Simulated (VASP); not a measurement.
# Cu3Au (Auricupride) (Pm-3m) in VASP: a series of runs

Runs on Cu3Au (Auricupride). Level: PBE. Tasks: relaxation of cell and atoms.

All numbers are computed with VASP 6.6.1; they aren't measurements. Logs are shortened: lines on timing, memory, paths and dates and some standing lists are left out, and cuts for length are marked.

### Step 1. Starting point

The structure is cubic, space group Pm-3m (No. 221). The conventional cell has a = 3.740 Å, b = 3.740 Å, c = 3.740 Å, α = 90.00°, β = 90.00°, γ = 90.00°. Cu (site symmetry 4/mmm) is surrounded by 8 Cu at 2.64 Å and 4 Au at 2.64 Å. Around Au (site symmetry m-3m) lie 12 Cu at 2.64 Å.

### Step 2. Relaxation of cell and atoms, PBE

INCAR reads:

```
  PREC = Accurate
  ENCUT = 600
  EDIFF = 1E-6
  ISMEAR = 1
  SIGMA = 0.1
  LREAL = F
  LASPH = T
  NELM = 80
  ALGO = Normal
  ISIF = 3
  LWAVE = F
  LCHARG = F
  GGA = PE
  IBRION = 2
  NSW = 90
  EDIFFG = -0.01
```

KPOINTS reads:

```
regular mesh
0
Gamma
  10 10 10
```

POSCAR reads:

```
Cu3Au
1.0
    3.7400000000      0.0000000000      0.0000000000
    0.0000000000      3.7400000000      0.0000000000
    0.0000000000      0.0000000000      3.7400000000
Cu Au
3 1
Direct
    0.0000000000      0.5000000000      0.5000000000
    0.5000000000      0.0000000000      0.5000000000
    0.5000000000      0.5000000000      0.0000000000
    0.0000000000      0.0000000000      0.0000000000
```

Potentials or basis: VASP PAW PBE potentials, release 64 (Cu, Au).

Started as:

```bash
$ cat potpaw_PBE.64/Cu/POTCAR potpaw_PBE.64/Au/POTCAR > POTCAR
$ mpirun -np 1 vasp_std > vasp.out
```

OUTCAR:

```text
PREC = Accurate
   ENCUT = 600
   EDIFF = 1E-6
   ISMEAR = 1
   LREAL = F
   LASPH = T
   NELM = 80
   ISIF = 3
   GGA = PE
   IBRION = 2
   NSW = 90
   EDIFFG = -0.01

 ion  position               nearest neighbor table
   1  0.000  0.500  0.500-   2 2.64   3 2.64   4 2.64   3 2.64   4 2.64   2 2.64   4 2.64   4 2.64
                             2 2.64   3 2.64   3 2.64   2 2.64
   2  0.500  0.000  0.500-   1 2.64   3 2.64   4 2.64   3 2.64   4 2.64   1 2.64   3 2.64   3 2.64
                             1 2.64   4 2.64   4 2.64   1 2.64
   3  0.500  0.500  0.000-   1 2.64   2 2.64   4 2.64   1 2.64   2 2.64   2 2.64   4 2.64   2 2.64
                             1 2.64   4 2.64   1 2.64   4 2.64
   4  0.000  0.000  0.000-   1 2.64   2 2.64   3 2.64   1 2.64   2 2.64   1 2.64   3 2.64   1 2.64
                             2 2.64   3 2.64   2 2.64   3 2.64

  LATTYP: Found a simple cubic cell.
 ALAT       =     3.7400000000

  Lattice vectors:

 A1 = (   3.7400000000,   0.0000000000,   0.0000000000)
 A2 = (   0.0000000000,   3.7400000000,   0.0000000000)
 A3 = (   0.0000000000,   0.0000000000,   3.7400000000)

Analysis of symmetry for initial positions (statically):
=====================================================================
 Subroutine PRICEL returns:
 Original cell was already a primitive cell.

 Routine SETGRP: Setting up the symmetry group for a
 simple cubic supercell.

 Subroutine GETGRP returns: Found 48 space group operations
 (whereof 48 operations were pure point group operations)
 out of a pool of 48 trial point group operations.

The static configuration has the point symmetry O_h .

Analysis of symmetry for dynamics (positions and initial velocities):
=====================================================================
 Subroutine PRICEL returns:
 Original cell was already a primitive cell.

 Routine SETGRP: Setting up the symmetry group for a
 simple cubic supercell.

 Subroutine GETGRP returns: Found 48 space group operations
 (whereof 48 operations were pure point group operations)
 out of a pool of 48 trial point group operations.

The dynamic configuration has the point symmetry O_h .

 Subroutine INISYM returns: Found 48 space group operations
 (whereof 48 operations are pure point group operations),
 and found     1 'primitive' translations

----------------------------------------------------------------------------------------

                                     Primitive cell

  volume of cell :      52.3136

  direct lattice vectors                    reciprocal lattice vectors
     3.740000000  0.000000000  0.000000000     0.267379679  0.000000000  0.000000000
     0.000000000  3.740000000  0.000000000     0.000000000  0.267379679  0.000000000
     0.000000000  0.000000000  3.740000000     0.000000000  0.000000000  0.267379679

  length of vectors
     3.740000000  3.740000000  3.740000000     0.267379679  0.267379679  0.267379679

  position of ions in fractional coordinates (direct lattice)
     0.000000000  0.500000000  0.500000000
     0.500000000  0.000000000  0.500000000
     0.500000000  0.500000000  0.000000000
     0.000000000  0.000000000  0.000000000

  ion indices of the primitive-cell ions
   primitive index   ion index
                 1           1
                 2           2
                 3           3
                 4           4

----------------------------------------------------------------------------------------

 KPOINTS: regular mesh

Automatic generation of k-mesh.
 Grid dimensions read from file:
 generate k-points for:   10   10   10

 Generating k-lattice:

  Cartesian coordinates                     Fractional coordinates (reciprocal lattice)
     0.026737968  0.000000000  0.000000000     0.100000000  0.000000000  0.000000000
     0.000000000  0.026737968  0.000000000     0.000000000  0.100000000  0.000000000
     0.000000000  0.000000000  0.026737968     0.000000000  0.000000000  0.100000000

  Length of vectors
     0.026737968  0.026737968  0.026737968

  Shift w.r.t. Gamma in fractional coordinates (k-lattice)
     0.000000000  0.000000000  0.000000000

 Subroutine IBZKPT returns following result:
 ===========================================

 Found     56 irreducible k-points:

 Following reciprocal coordinates:
            Coordinates               Weight
  0.000000  0.000000  0.000000      1.000000
  0.100000  0.000000  0.000000      6.000000
  0.200000  0.000000  0.000000      6.000000
  0.300000  0.000000  0.000000      6.000000
  0.400000  0.000000  0.000000      6.000000
  0.500000  0.000000  0.000000      3.000000
[... 16 lines left out ...]
  0.200000  0.100000  0.100000     24.000000
  0.300000  0.100000  0.100000     24.000000
 [... further k-points ...]
   k-points           NKPTS =     56   k-points in BZ     NKDIM =     56   number of bands    NBANDS=     26
   number of dos      NEDOS =    301   number of ions     NIONS =      4
   total plane-waves  NPLWV =  27000
   dimension x,y,z NGX =    30 NGY =   30 NGZ =   30
   dimension x,y,z NGXF=    60 NGYF=   60 NGZF=   60
   ions per type =               3   1
   NGX,Y,Z   is equivalent  to a cutoff of  13.34, 13.34, 13.34 a.u.
   NGXF,Y,Z  is equivalent  to a cutoff of  26.67, 26.67, 26.67 a.u.
 SYSTEM =  unknown system
   PREC   = accura    normal or accurate (medium, high low for compatibility)
   ISTART =      0    job   : 0-new  1-cont  2-samecut
   ICHARG =      2    charge: 1-file 2-atom 10-const
   ISPIN  =      1    spin polarized calculation?
   LNONCOLLINEAR =      F non collinear calculations
   LSORBIT =      F    spin-orbit coupling
   LASPH  =      T    aspherical Exc in radial PAW
   ENCUT  =  600.0 eV  44.10 Ry    6.64 a.u.   7.47  7.47  7.47*2*pi/ulx,y,z
   NELM   =     80;   NELMIN=  2; NELMDL= -5     # of ELM steps
   EDIFF  = 0.1E-05   stopping-criterion for ELM
   LREAL  =      F    real-space projection
   EDIFFG = -.1E-01   stopping-criterion for IOM
   NSW    =     90    number of steps for IOM
   IBRION =      2    ionic relax: 0-MD 1-quasi-New 2-CG
   NFREE  =      1    steps in history (QN), initial steepest desc. (CG)
   ISIF   =      3    stress and relaxation
   ISYM   =      2    0-nonsym 1-usesym 2-fastsym
   POTIM  = 0.5000    time-step for ionic-motion
   TEBEG  =    0.0;   TEEND  =   0.0 temperature during run
   PSTRESS=    0.0 pullay stress
   NELECT =      44.0000    total number of electrons
   NUPDOWN=      -1.0000    fix difference up-down
   EMIN   =  10.00;   EMAX   =-10.00  energy-range for DOS
   EFERMI =   0.00;   METHOD = LEGACY
   ISMEAR =     1;   SIGMA  =   0.10  broadening in eV -4-tet -1-fermi 0-gaus
   EFERMI_NEDOS =   21; number of points for ismear=-14 and -15
   IALGO  =     38    algorithm
   IMIX   =      4    mixing-type and parameters
     AMIX     =   0.40;   BMIX     =  1.00
     AMIX_MAG =   1.60;   BMIX_MAG =  1.00
  volume/ion in A,a.u.               =      13.08        88.26
  Fermi-wavevector in a.u.,A,eV,Ry     =   1.545328  2.920247 32.491255  2.388040
  Thomas-Fermi vector in A             =   2.650723
   LORBIT       =      0    0 simple, 1 ext, 2 COOP (PROOUT), +10 PAW based schemes
   GGA     = PE    functional components
   LHFCALC =     F    Hartree Fock is set to
   AEXX    =    0.0000 exact exchange contribution
   IVDW    =     0    specifies the selected vdW correction
   LEPSILON=     F    determine dielectric tensor
   LRPA    =     F    only Hartree local field effects (RPA)
 conjugate gradient relaxation of ions
 non-spin polarized calculation
 Methfessel and Paxton  Order N= 1 SIGMA  =   0.10
  energy-cutoff  :      600.00
  volume of cell :       52.31
 maximum number of plane-waves:      1771
 NGX is ok and might be reduce to    30
   NGX = 15   NGY = 15   NGZ = 15

--------------------------------------- Ionic step        1  -------------------------------------------

 number of electron      44.0000069 magnetization

 Free energy of the ion-electron system (eV)
  ---------------------------------------------------
  ext. energy  EPLUGINS =         0.00000000
  ---------------------------------------------------
  free energy    TOTEN  =       -14.55330925 eV

  energy without entropy =      -14.54986468  energy(sigma->0) =      -14.55216106

------------------------ aborting loop because EDIFF is reached ----------------------------------------

  FORCE on cell =-STRESS in cart. coord.  units (eV):
  Direction    XX          YY          ZZ          XY          YZ          ZX
  --------------------------------------------------------------------------------------
  -------------------------------------------------------------------------------------
  Total        1.7148047      1.7148047      1.7148047      0.0000000      0.0000000     -0.0000000
  in kB       52.5182745     52.5182745     52.5182745      0.0000000      0.0000000     -0.0000000
  external PRESSURE =      52.5182745 kB  Pullay stress =       0.0000000 kB
[... 61 lines left out ...]
  energy  without entropy=      -14.5625999760  energy(sigma->0) =      -14.56415124

--------------------------------------- Ionic step        3  -------------------------------------------

 number of electron      44.0000001 magnetization

 Free energy of the ion-electron system (eV)
  ---------------------------------------------------
  ext. energy  EPLUGINS =         0.00000000
  ---------------------------------------------------
  free energy    TOTEN  =       -14.58149767 eV

  energy without entropy =      -14.57823817  energy(sigma->0) =      -14.58041117

 E-fermi :   7.8683     XC(G=0): -12.5378

 val. band max:        7.8644645283   @ k =   0.2000   0.1000   0.1000
 cond. band min:       7.8755056875   @ k =   0.4000   0.4000   0.4000
 fundamental gap:      0.0110411592
 Fermi energy:         7.8682535038

 k-point     1 :       0.0000    0.0000    0.0000
  band No.  band energies     occupation
      1      -1.5087      2.00000
      2       1.7030      2.00000
      3       1.7030      2.00000
      4       2.4932      2.00000
      5       2.4932      2.00000
      6       2.4932      2.00000
[... 685 lines left out ...]
     25      15.0101      0.00000
     26      15.1053      0.00000

 [... further k-points ...]
[... 5 lines left out ...]
  --------------------------------------------------------------------------------------
  -------------------------------------------------------------------------------------
  Total        0.0158592      0.0158592      0.0158592      0.0000000     -0.0000000      0.0000000
  in kB        0.4693845      0.4693845      0.4693845      0.0000000     -0.0000000      0.0000000
  external PRESSURE =       0.4693845 kB  Pullay stress =       0.0000000 kB
[... 19 lines left out ...]
  FREE ENERGIE OF THE ION-ELECTRON SYSTEM (eV)
  ---------------------------------------------------
  free  energy   TOTEN  =       -14.5814976692 eV

  energy  without entropy=      -14.5782381750  energy(sigma->0) =      -14.58041117

 reached required accuracy - stopping structural energy minimisation
```

It took 3.4 min on 1 thread of Intel Xeon Platinum 8488C (Sapphire Rapids), shared host; peak memory 0.23 GiB.

What came out:

- Free energy: -14.5815 eV
- Relaxed volume: 13.53 Å³/atom
- Relaxed cell: a = 3.783 Å, b = 3.783 Å, c = 3.783 Å, α = 90.00°, β = 90.00°, γ = 90.00°
- Space group after relaxing (to 0.05 Å): Pm-3m (No. 221)
- Energy gained by relaxing: 7.0 meV/atom
- Ionic steps: 3
- Pressure after relaxing: 0.0 GPa
- Band gap on the k mesh: none (metal or under the smearing width)

The path:
```csv
step,energy change (eV),largest force (eV/Å),pressure (GPa),volume (Å³)
1,0.0000,0.0000,5.25,52.31
2,-0.0116,0.0000,-3.53,55.63
3,-0.0282,0.0000,0.05,54.13
```

Final structure:
```
Cu Au
1.0
     3.78287    0.00000    0.00000
     0.00000    3.78287    0.00000
     0.00000    0.00000    3.78287
Cu Au
3 1
Direct
  0.00000 0.50000 0.50000
  0.50000 0.00000 0.50000
  0.50000 0.50000 0.00000
  0.00000 0.00000 0.00000
```

(Part 1 of 2 ends here.)
